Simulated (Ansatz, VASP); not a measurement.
# SiC (Moissanite) in two plane-wave programs

Aim: how closely do two programs agree when they are given the same cell, functional and k mesh? The cell is taken from a series of runs on this material, whose earlier steps may have relaxed, scaled, displaced or heated it; both programs get it as it stands.

Calculated with Ansatz 0.2.0; plane waves, with VASP 6.6.1 beside it; dielectric response at LDA.

**1. The structure**

Symmetry: P6_3mc, No. 186, hexagonal system. Conventional cell: a = 3.081 Å, b = 3.081 Å, c = 15.125 Å, α = 90.00°, β = 90.00°, γ = 120.00°. Nearest to Si lie 4 C at 1.88 to 1.90 Å. Si has 4 C at 1.89 Å nearest. C has 4 Si at 1.88 to 1.89 Å nearest. C has 4 Si at 1.89 Å nearest. Nearest to C lie 4 Si at 1.89 to 1.90 Å. Farther neighbours are not listed.

**2. VASP: dielectric response, LDA**

The response to a field tests empty states and converges slowly with the mesh.

Lines of VASP's logs that name or quote its potential files are left out, and so is its time.

File INCAR:

```
SYSTEM = SiC
PREC = Accurate
ENCUT = 520
EDIFF = 1E-08
NELM = 120
ISMEAR = 0
SIGMA = 0.01
LREAL = .FALSE.
ALGO = Normal
GGA = CA
NBANDS = 36
LORBIT = 11
LWAVE = .FALSE.
LCHARG = .FALSE.
ISIF = 2
LEPSILON = .TRUE.
LASPH = .TRUE.
GGA_COMPAT = .FALSE.
EFERMI = MIDGAP
KPAR = 2
```

File POSCAR:

```
SiC
1.0
    3.0810000000      0.0000000000      0.0000000000
   -1.5405000000      2.6682242691      0.0000000000
    0.0000000000      0.0000000000     15.1248000000
Si C
6 6
Direct
    0.0000000000      0.0000000000      0.0000000000
    0.0000000000      0.0000000000      0.5000000000
    0.3333333333      0.6666666667      0.1664000000
    0.6666666667      0.3333333333      0.6664000000
    0.6666666667      0.3333333333      0.3329000000
    0.3333333333      0.6666666667      0.8329000000
    0.3333333333      0.6666666667      0.0412000000
    0.6666666667      0.3333333333      0.5412000000
    0.6666666667      0.3333333333      0.2080000000
    0.3333333333      0.6666666667      0.7080000000
    0.0000000000      0.0000000000      0.3746000000
    0.0000000000      0.0000000000      0.8746000000
```

File KPOINTS:

```
Automatic mesh
0
Gamma
7 7 2
0 0 0
```

PAW data sets: Si and C (LDA family, release 64).

Command:

```console
mpirun -np 2 vasp_std
```

Numbers of over 12 decimals in the logs are rounded to 6 here.

The program printed:

```text
[banner, memory and clock lines left out]
running    2 mpi-ranks, on    1 nodes
 distrk:  each k-point on    1 cores,    2 groups
 distr:  one band on    1 cores,    1 groups

 POSCAR found type information on POSCAR SiC
 POSCAR found :  2 types and      12 ions
 LDA part: xc-table for (Slater(with rela. corr.)+CA(PZ))
 , standard interpolation
 POSCAR, INCAR and KPOINTS ok, starting setup
 FFT: planning ... GRIDC
 FFT: planning ... GRID_SOFT
 FFT: planning ... GRID
 WAVECAR not read
 entering main loop
       N       E                     dE             d eps       ncg     rms          rms(c)
DAV:   1     0.117929795552E+03    0.11793E+03   -0.21681E+04  1152   0.119E+03
DAV:   2    -0.998873017301E+02   -0.21782E+03   -0.20498E+03  1548   0.212E+02
DAV:   3    -0.111820464145E+03   -0.11933E+02   -0.11849E+02  1524   0.469E+01
DAV:   4    -0.112004471629E+03   -0.18401E+00   -0.18362E+00  1472   0.682E+00
DAV:   5    -0.112008519993E+03   -0.40484E-02   -0.40450E-02  1492   0.958E-01    0.222E+01
DAV:   6    -0.100292984451E+03    0.11716E+02   -0.35244E+01  1444   0.217E+01    0.102E+01
DAV:   7    -0.999455165124E+02    0.34747E+00   -0.34254E+00  1548   0.704E+00    0.404E+00
DAV:   8    -0.998421024767E+02    0.10341E+00   -0.22522E-01  1376   0.187E+00    0.144E+00
DAV:   9    -0.998233516871E+02    0.18751E-01   -0.33582E-02  1444   0.804E-01    0.178E-01
DAV:  10    -0.998235090323E+02   -0.15735E-03   -0.16818E-03  1416   0.189E-01    0.966E-02
DAV:  11    -0.998235259047E+02   -0.16872E-04   -0.64028E-05  1484   0.432E-02    0.259E-02
DAV:  12    -0.998235161974E+02    0.97073E-05   -0.21466E-05  1404   0.189E-02    0.133E-02
DAV:  13    -0.998235152943E+02    0.90307E-06   -0.41741E-06  1456   0.803E-03    0.216E-03
DAV:  14    -0.998235153243E+02   -0.30004E-07   -0.29971E-07  1484   0.287E-03    0.211E-03
DAV:  15    -0.998235153295E+02   -0.51532E-08   -0.12342E-07  1392   0.141E-03    0.951E-04
DAV:  16    -0.998235153391E+02   -0.95642E-08   -0.46694E-09   852   0.351E-04
   1 F= -.99823515E+02 E0= -.99823515E+02  d E =0.000000E+00
 Linear response reoptimize wavefunctions to high precision
DAV:   1    -0.998235153417E+02   -0.26130E-08   -0.26733E-09   888   0.214E-04
DAV:   2    -0.998235153416E+02    0.63665E-10   -0.31597E-10   860   0.957E-05
 Linear response G [H, r] |phi>, progress :
  Direction:   1
       N       E                     dE             d eps       ncg     rms
RMM:   1    -0.230034666515E+03   -0.23003E+03   -0.13532E+01  2973   0.747E+01
RMM:   2    -0.154763565148E+03    0.75271E+02   -0.23820E+01  1998   0.222E+01
RMM:   3    -0.155008590119E+03   -0.24502E+00   -0.47360E-01  2097   0.303E+00
RMM:   4    -0.155014259385E+03   -0.56693E-02   -0.18554E-02  2206   0.535E-01
RMM:   5    -0.155014578208E+03   -0.31882E-03   -0.40323E-03  2190   0.117E-01
RMM:   6    -0.155014564280E+03    0.13928E-04   -0.27743E-03  2254   0.366E-02
RMM:   7    -0.155014572005E+03   -0.77256E-05   -0.27494E-03  2246   0.188E-02
RMM:   8    -0.155014581477E+03   -0.94720E-05   -0.27093E-03  2296   0.148E-02
RMM:   9    -0.155014589763E+03   -0.82859E-05   -0.30494E-03  2344   0.139E-02
RMM:  10    -0.155014578866E+03    0.10898E-04   -0.40181E-03  2336   0.137E-02
RMM:  11    -0.155014576751E+03    0.21147E-05   -0.25714E-03  2307   0.134E-02
RMM:  12    -0.155014575118E+03    0.16329E-05   -0.24260E-03  2355   0.134E-02
 Linear response G [H, r] |phi>, progress :
  Direction:   2
       N       E                     dE             d eps       ncg     rms
RMM:   1    -0.263184674066E+03   -0.26318E+03   -0.48192E+02  2883   0.717E+01
RMM:   2    -0.196194071991E+03    0.66991E+02   -0.19511E+01  1997   0.206E+01
RMM:   3    -0.196412993296E+03   -0.21892E+00   -0.33755E-01  2064   0.266E+00
RMM:   4    -0.196419729176E+03   -0.67359E-02   -0.11503E-02  2181   0.441E-01
RMM:   5    -0.196420296319E+03   -0.56714E-03   -0.59855E-03  2179   0.883E-02
RMM:   6    -0.196420430495E+03   -0.13418E-03   -0.68211E-03  2223   0.266E-02
RMM:   7    -0.196420488839E+03   -0.58344E-04   -0.73706E-03  2232   0.147E-02
RMM:   8    -0.196420491375E+03   -0.25359E-05   -0.74953E-03  2260   0.125E-02
RMM:   9    -0.196420549429E+03   -0.58054E-04   -0.98022E-03  2332   0.122E-02
RMM:  10    -0.196420528350E+03    0.21079E-04   -0.76361E-03  2280   0.121E-02
RMM:  11    -0.196420546199E+03   -0.17849E-04   -0.63288E-03  2259   0.119E-02
 Linear response G [H, r] |phi>, progress :
  Direction:   3
       N       E                     dE             d eps       ncg     rms
RMM:   1    -0.318136373530E+03   -0.31814E+03   -0.54528E+02  3019   0.792E+01
RMM:   2    -0.174267737580E+03    0.14387E+03   -0.31637E+01  1964   0.248E+01
RMM:   3    -0.174587645552E+03   -0.31991E+00   -0.85032E-01  2059   0.331E+00
RMM:   4    -0.174564012730E+03    0.23633E-01   -0.25075E-02  2175   0.541E-01
RMM:   5    -0.174562845807E+03    0.11669E-02    0.44826E-03  2179   0.113E-01
RMM:   6    -0.174563261436E+03   -0.41563E-03    0.12065E-03  2219   0.327E-02
RMM:   7    -0.174563466986E+03   -0.20555E-03   -0.10330E-03  2208   0.161E-02
RMM:   8    -0.174563541006E+03   -0.74019E-04   -0.23922E-03  2253   0.128E-02
RMM:   9    -0.174563579231E+03   -0.38226E-04   -0.41066E-03  2318   0.121E-02
RMM:  10    -0.174563545220E+03    0.34011E-04   -0.40916E-03  2306   0.120E-02
[...]
Linear response to external field (no local field effect), progress :
  Direction:   2
       N       E                     dE             d eps       ncg     rms          rms(c)
RMM:   1    -0.268405599921E+01   -0.26841E+01   -0.11312E+01  2246   0.458E+00
RMM:   2    -0.275743420354E+01   -0.73378E-01   -0.32645E-02  1996   0.722E-01
RMM:   3    -0.275807856173E+01   -0.64436E-03   -0.89055E-04  2055   0.831E-02
RMM:   4    -0.275810321555E+01   -0.24654E-04   -0.35217E-05  2111   0.156E-02
RMM:   5    -0.275810424999E+01   -0.10344E-05   -0.54748E-06  2112   0.346E-03
RMM:   6    -0.275810433505E+01   -0.85068E-07   -0.42211E-06  2033   0.152E-03
RMM:   7    -0.275810434361E+01   -0.85559E-08   -0.41950E-06  1772   0.118E-03
RMM:   8    -0.275810434751E+01   -0.39000E-08   -0.42724E-06  1698   0.113E-03
RMM:   9    -0.275810434685E+01    0.66056E-09   -0.37826E-06  1668   0.113E-03
RMM:  10    -0.275810433820E+01    0.86459E-08   -0.72948E-06  1700   0.113E-03
 change of polarisation eV/A/(eV/A) component  2 :    -1.695     5.516     0.000
 dielectric tensor                  component  2 :    -2.466     9.028     0.000
 Linear response to external field (no local field effect), progress :
  Direction:   3
       N       E                     dE             d eps       ncg     rms          rms(c)
RMM:   1    -0.219013535551E+01   -0.21901E+01   -0.90243E+00  2288   0.421E+00
RMM:   2    -0.226476314785E+01   -0.74628E-01   -0.29400E-02  1964   0.667E-01
RMM:   3    -0.226536684942E+01   -0.60370E-03   -0.81713E-04  2041   0.757E-02
RMM:   4    -0.226539002833E+01   -0.23179E-04   -0.30340E-05  2096   0.141E-02
RMM:   5    -0.226539089968E+01   -0.87135E-06   -0.36645E-06  2099   0.306E-03
RMM:   6    -0.226539096185E+01   -0.62175E-07   -0.24901E-06  1997   0.135E-03
RMM:   7    -0.226539096656E+01   -0.47127E-08   -0.24425E-06  1696   0.105E-03
RMM:   8    -0.226539096811E+01   -0.15431E-08   -0.24506E-06  1648   0.100E-03
RMM:   9    -0.226539096792E+01    0.18149E-09   -0.26435E-06  1612   0.995E-04
RMM:  10    -0.226539096635E+01    0.15785E-08   -0.30138E-06  1663   0.996E-04
 change of polarisation eV/A/(eV/A) component  3 :    -0.000    -0.000     4.531
 dielectric tensor                  component  3 :    -0.000    -0.000     7.594
 Linear response to external field, progress :
  Direction:   1
       N       E                     dE             d eps       ncg     rms          rms(c)
RMM:   1    -0.219671393978E+01   -0.21967E+01   -0.90085E+00  4496   0.433E+00
RMM:   2    -0.226147772687E+01   -0.64764E-01   -0.28716E-02  3981   0.691E-01    0.217E+00
RMM:   3    -0.219966345097E+01    0.61814E-01   -0.49296E-02  3993   0.794E-01    0.126E+00
RMM:   4    -0.225852764938E+01   -0.58864E-01   -0.65218E-02  4092   0.915E-01    0.166E-01
RMM:   5    -0.226458445202E+01   -0.60568E-02   -0.20471E-03  4158   0.201E-01    0.188E-02
RMM:   6    -0.226549448220E+01   -0.91003E-03   -0.37765E-05  4290   0.232E-02    0.102E-02
RMM:   7    -0.226572880547E+01   -0.23432E-03   -0.22285E-06  4249   0.576E-03    0.185E-03
RMM:   8    -0.226584235239E+01   -0.11355E-03   -0.14900E-06  4325   0.294E-03    0.521E-04
RMM:   9    -0.226583201387E+01    0.10339E-04   -0.37928E-06  4347   0.148E-03    0.491E-05
RMM:  10    -0.226583317274E+01   -0.11589E-05   -0.69669E-07  4107   0.112E-03    0.279E-05
RMM:  11    -0.226583272925E+01    0.44349E-06   -0.19041E-06  3681   0.108E-03    0.127E-05
RMM:  12    -0.226583274083E+01   -0.11578E-07   -0.19853E-06  3308   0.107E-03    0.644E-06
 change of polarisation eV/A/(eV/A) component  1 :     4.296    -1.046    -0.000
 dielectric tensor                  component  1 :     7.252    -1.523    -0.000
 Linear response to external field, progress :
  Direction:   2
       N       E                     dE             d eps       ncg     rms          rms(c)
RMM:   1    -0.219846138132E+01   -0.21985E+01   -0.90260E+00  4548   0.427E+00
RMM:   2    -0.226149448116E+01   -0.63033E-01   -0.28040E-02  3968   0.677E-01    0.217E+00
RMM:   3    -0.219970601598E+01    0.61788E-01   -0.49353E-02  4024   0.793E-01    0.126E+00
RMM:   4    -0.225851779227E+01   -0.58812E-01   -0.65199E-02  4090   0.913E-01    0.165E-01
RMM:   5    -0.226452147892E+01   -0.60037E-02   -0.20289E-03  4156   0.200E-01    0.191E-02
RMM:   6    -0.226546673362E+01   -0.94525E-03   -0.42774E-05  4300   0.234E-02    0.102E-02
RMM:   7    -0.226570167337E+01   -0.23494E-03   -0.62684E-06  4258   0.559E-03    0.168E-03
RMM:   8    -0.226581605740E+01   -0.11438E-03   -0.41445E-06  4323   0.289E-03    0.550E-04
RMM:   9    -0.226580731479E+01    0.87426E-05   -0.46728E-06  4353   0.145E-03    0.102E-04
RMM:  10    -0.226580717421E+01    0.14058E-06   -0.59981E-06  4179   0.113E-03    0.279E-05
RMM:  11    -0.226580709819E+01    0.76026E-07   -0.92091E-06  3754   0.109E-03    0.131E-05
RMM:  12    -0.226580709835E+01   -0.16014E-09   -0.36026E-06  3350   0.107E-03    0.659E-06
 change of polarisation eV/A/(eV/A) component  2 :    -1.045     4.296     0.000
 dielectric tensor                  component  2 :    -1.521     7.252     0.000
 Linear response to external field, progress :
  Direction:   3
       N       E                     dE             d eps       ncg     rms          rms(c)
RMM:   1    -0.219013535551E+01   -0.21901E+01   -0.90243E+00  2288   0.421E+00
RMM:   2    -0.226476317712E+01   -0.74628E-01   -0.29400E-02  1962   0.667E-01    0.216E+00
RMM:   3    -0.220499278443E+01    0.59770E-01   -0.45838E-02  1981   0.777E-01    0.125E+00
RMM:   4    -0.226433275947E+01   -0.59340E-01   -0.62220E-02  2036   0.902E-01    0.163E-01
RMM:   5    -0.227002421075E+01   -0.56915E-02   -0.20100E-03  2061   0.197E-01    0.207E-02
RMM:   6    -0.227102850314E+01   -0.10043E-02   -0.35989E-05  2149   0.236E-02    0.105E-02
RMM:   7    -0.227121430996E+01   -0.18581E-03   -0.31783E-06  2142   0.512E-03    0.205E-03
RMM:   8    -0.227138933758E+01   -0.17503E-03   -0.25417E-06  2156   0.284E-03    0.542E-04
RMM:   9    -0.227138475570E+01    0.45819E-05   -0.22462E-06  2166   0.126E-03    0.168E-04
RMM:  10    -0.227138759878E+01   -0.28431E-05   -0.21244E-06  2151   0.981E-04    0.439E-05
RMM:  11    -0.227138769454E+01   -0.95765E-07   -0.22352E-07  1952   0.926E-04    0.128E-05
RMM:  12    -0.227138758790E+01    0.10664E-06   -0.35051E-06  1724   0.906E-04    0.484E-06
 change of polarisation eV/A/(eV/A) component  3 :    -0.000    -0.000     4.308
 dielectric tensor                  component  3 :    -0.000    -0.000     7.270
 Born effective charges drift removed
```

From OUTCAR (step 2):

```text
ion  position               nearest neighbor table
   1  0.000  0.000  0.000-   7 1.88   7 1.88   7 1.88  12 1.90   3 3.08   3 3.08   3 3.08   6 3.09
                             6 3.09   6 3.09
   2  0.000  0.000  0.500-   8 1.88   8 1.88   8 1.88  11 1.90   4 3.08   4 3.08   4 3.08   5 3.09
                             5 3.09   5 3.09
   3  0.333  0.667  0.166-   9 1.89   9 1.89   9 1.89   7 1.89   1 3.08   1 3.08   1 3.08   5 3.08
                             5 3.08   5 3.08
   4  0.667  0.333  0.666-  10 1.89  10 1.89  10 1.89   8 1.89   2 3.08   2 3.08   2 3.08   6 3.08
                             6 3.08   6 3.08
   5  0.667  0.333  0.333-  11 1.89  11 1.89  11 1.89   9 1.89   3 3.08   3 3.08   3 3.08   2 3.09
                             2 3.09   2 3.09
   6  0.333  0.667  0.833-  12 1.89  12 1.89  12 1.89  10 1.89   4 3.08   4 3.08   4 3.08   1 3.09
                             1 3.09   1 3.09
   7  0.333  0.667  0.041-   1 1.88   1 1.88   1 1.88   3 1.89
   8  0.667  0.333  0.541-   2 1.88   2 1.88   2 1.88   4 1.89
   9  0.667  0.333  0.208-   3 1.89   3 1.89   3 1.89   5 1.89
  10  0.333  0.667  0.708-   4 1.89   4 1.89   4 1.89   6 1.89
  11  0.000  0.000  0.375-   5 1.89   5 1.89   5 1.89   2 1.90
  12  0.000  0.000  0.875-   6 1.89   6 1.89   6 1.89   1 1.90

  LATTYP: Found a hexagonal cell.
 ALAT       =     3.0810000000
 C/A-ratio  =     4.9090555015

 Subroutine GETGRP returns: Found 12 space group operations
 (whereof  6 operations were pure point group operations)

The static configuration has the point symmetry C_3v.
 The point group associated with its full space group is C_6v.

 Found     16 irreducible k-points:

   k-points           NKPTS =     16   k-points in BZ     NKDIM =     16   number of bands    NBANDS=     36

   dimension x,y,z NGX =    24 NGY =   24 NGZ =  112
   dimension x,y,z NGXF=    48 NGYF=   48 NGZF=  224

   ENCUT  =  520.0 eV  38.22 Ry    6.18 a.u.   5.73  5.73 28.12*2*pi/ulx,y,z

   NELECT =      48.0000    total number of electrons

 k-points in reciprocal lattice and weights: Automatic mesh
   0.00000000  0.00000000  0.00000000       0.010
   0.14285714  0.00000000  0.00000000       0.061
   0.28571429 -0.00000000  0.00000000       0.061
   0.42857143  0.00000000  0.00000000       0.061
   0.14285714  0.14285714  0.00000000       0.061
   0.28571429  0.14285714  0.00000000       0.122
   0.42857143  0.14285714  0.00000000       0.061
   0.28571429  0.28571429  0.00000000       0.061
   0.00000000  0.00000000  0.50000000       0.010
[...]
0.42857143  0.14285714  0.50000000       0.061
   0.28571429  0.28571429  0.50000000       0.061

 average (electrostatic) potential at core
       1 -81.9937       2 -81.9937       3 -81.9611       4 -81.9611       5 -81.9113
       6 -81.9113       7 -49.1084       8 -49.1084       9 -49.0475      10 -49.0475
      11 -48.9985      12 -48.9985

  Total       -3.3225610     -3.3225610     -3.5785447      0.0000000     -0.0000000      0.0000000
  in kB      -42.8134162    -42.8134162    -46.1119370      0.0000000     -0.0000000      0.0000000
  external PRESSURE =     -43.9129231 kB  Pullay stress =       0.0000000 kB

  energy-cutoff  :      520.00
  volume of cell :      124.34
      direct lattice vectors                 reciprocal lattice vectors
     3.081000000  0.000000000  0.000000000     0.324569945  0.187390545  0.000000000
    -1.540500000  2.668224269  0.000000000     0.000000000  0.374781090  0.000000000
     0.000000000  0.000000000 15.124800000     0.000000000  0.000000000  0.066116577

 POSITION                                       TOTAL-FORCE (eV/Angst)
 -----------------------------------------------------------------------------------
      0.00000      0.00000      0.00000        -0.000000      0.000000     -0.151946
      0.00000      0.00000      7.56240         0.000000     -0.000000     -0.151946
     -0.00000      1.77882      2.51677         0.000000     -0.000000      0.001894
      1.54050      0.88941     10.07917         0.000000      0.000000      0.001894
      1.54050      0.88941      5.03505         0.000000     -0.000000      0.098822
     -0.00000      1.77882     12.59745        -0.000000     -0.000000      0.098822
     -0.00000      1.77882      0.62314        -0.000000     -0.000000      0.171739
      1.54050      0.88941      8.18554         0.000000     -0.000000      0.171739
      1.54050      0.88941      3.14596         0.000000      0.000000     -0.042034
     -0.00000      1.77882     10.70836        -0.000000     -0.000000     -0.042034
      0.00000      0.00000      5.66575        -0.000000      0.000000     -0.078474
      0.00000      0.00000     13.22815         0.000000     -0.000000     -0.078474
 -----------------------------------------------------------------------------------
    total drift:                               -0.000000     -0.000000      0.000129

 MACROSCOPIC STATIC DIELECTRIC TENSOR (including local field effects in DFT)
 ------------------------------------------------------
           7.251909     0.000000     0.000000
          -0.000000     7.251909     0.000000
           0.000000     0.000000     7.269843
 ------------------------------------------------------

 PIEZOELECTRIC TENSOR (including local field effects)  for field in x, y, z        (C/m^2)
          XX          YY          ZZ          XY          YZ          ZX
  --------------------------------------------------------------------------------
  x    -0.00000    -0.00000     0.00000     0.00000     0.00000    -0.57527
  y    -0.00000    -0.00000     0.00000    -0.00000    -0.57527     0.00000
  z    -0.53323    -0.53323     1.02289     0.00000     0.00000    -0.00000

 BORN EFFECTIVE CHARGES (including local field effects) (in |e|, cummulative output)
 ---------------------------------------------------------------------------------
 ion    1
    1     2.68581     0.00000     0.00000
    2     0.00000     2.68581     0.00000
    3     0.00000     0.00000     2.60958
 ion    2
    1     2.68581     0.00000     0.00000
    2     0.00000     2.68581     0.00000
    3     0.00000    -0.00000     2.60958
 ion    3
    1     2.71685     0.00000     0.00000
    2     0.00000     2.71685    -0.00000
    3     0.00000     0.00000     2.76990
 ion    4
    1     2.71685     0.00000     0.00000
    2     0.00000     2.71685     0.00000
    3     0.00000     0.00000     2.76990
 ion    5
    1     2.69310     0.00000     0.00000
    2     0.00000     2.69310     0.00000
    3    -0.00000    -0.00000     2.85809
 ion    6
    1     2.69310     0.00000    -0.00000
    2     0.00000     2.69310    -0.00000
    3     0.00000     0.00000     2.85809
 ion    7
    1    -2.68276     0.00000     0.00000
    2     0.00000    -2.68276     0.00000
    3     0.00000    -0.00000    -2.79795
 ion    8
    1    -2.68276     0.00000    -0.00000
    2     0.00000    -2.68276     0.00000
    3     0.00000     0.00000    -2.79795
 ion    9
    1    -2.69915     0.00000     0.00000
    2     0.00000    -2.69915     0.00000
    3     0.00000     0.00000    -2.74947
 ion   10
    1    -2.69915    -0.00000     0.00000
    2     0.00000    -2.69915     0.00000
    3     0.00000    -0.00000    -2.74947
 ion   11
    1    -2.71384     0.00000     0.00000
    2     0.00000    -2.71384     0.00000
    3     0.00000     0.00000    -2.69015
 ion   12
    1    -2.71384     0.00000     0.00000
    2     0.00000    -2.71384     0.00000
    3    -0.00000     0.00000    -2.69015
```

The gap is read on the k-mesh alone, so it is an upper bound where the band edges lie off the mesh. Energies printed during the response cycles are not total energies of the cell.

(Part 1 of 2 ends here.)

[Lines on the potential files, build, host, timing and source positions are cut from VASP's logs without a mark.]

[Logs are printed without paths, hosts, clocks, repeated set-up lines and the standing remarks that a program may print on its own settings, such as how far it seeks lower states.]

[Hosts, paths, dates, database ids (printed as entryN), source tags and the programs' standing remarks are cut or masked in the printed files.]
